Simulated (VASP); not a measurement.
Set up this calculation in VASP 6.6.1, as the native input.

```yaml
Task: single point
Functional: HSE06
Potentials_or_basis: VASP PAW PBE potentials, release 64 (Cd, Te)
Cutoff: 520 eV
k_mesh: 4 × 4 × 4
Occupations: gaussian, width 0.02 eV
Spin: no spin polarisation
Grid_for_exact_exchange_PRECFOCK: Fast
Screening_parameter: 0.2 1/A
Further_INCAR_settings: ALGO = Normal; EDIFF = 1e-07; NBANDS = 16
```

Crystal: CdTe.

```
Cd Te
1.0
     0.00000    3.24767    3.24767
     3.24767    0.00000    3.24767
     3.24767    3.24767    0.00000
Cd Te
1 1
Cartesian
  0.0000 0.0000 0.0000
  4.8715 4.8715 4.8715
```

The cell is a database's computed one.

These files were run (other wordings do the same):

POSCAR

```
CdTe
1.0
    0.0000000000      3.2476700000      3.2476700000
    3.2476700000      0.0000000000      3.2476700000
    3.2476700000      3.2476700000      0.0000000000
Cd Te
1 1
Direct
    0.0000000000      0.0000000000      0.0000000000
    0.7500000000      0.7500000000      0.7500000000
```

INCAR.step1

```
  PREC = Accurate
  ENCUT = 520
  EDIFF = 1E-5
  ISMEAR = 0
  SIGMA = 0.02
  LREAL = False
  LASPH = True
  NELM = 80
  ALGO = Normal
  ISIF = 2
  LWAVE = True
  LCHARG = False
  NBANDS = 16
  GGA = PE
```

INCAR.step2

```
  PREC = Accurate
  ENCUT = 520
  EDIFF = 1E-7
  ISMEAR = 0
  SIGMA = 0.02
  LREAL = False
  LASPH = True
  NELM = 80
  ALGO = Normal
  ISIF = 2
  LWAVE = False
  LCHARG = False
  GGA = PE
  LHFCALC = True
  HFSCREEN = 0.2
  PRECFOCK = Fast
  NBANDS = 16
  ISTART = 1
```

KPOINTS

```
Automatic mesh
0
Gamma
  4 4 4
```

Potentials or basis: VASP PAW PBE potentials, release 64 (Cd, Te).

The run is started by

```console
$ cat potpaw_PBE.64/Cd/POTCAR potpaw_PBE.64/Te/POTCAR > POTCAR
$ cp INCAR.step1 INCAR
$ mpirun -np 1 vasp_std > vasp.out
$ cp INCAR.step2 INCAR
$ mpirun -np 1 vasp_std > vasp.out
```

Results of the run:

```json
{
  "Pressure": "1.5 GPa",
  "Band gap on the k mesh": "1.56 eV, direct"
}
```

Caveat: the PAW data sets were made with another functional, which shifts forces and pressure a little; spin-orbit coupling is left out, which moves the levels of the heavy elements.

It took 5.2 min on 1 thread of Intel(R) Xeon(R) Platinum 8488C (Sapphire Rapids) (shared host), peak memory 0.31 GiB.
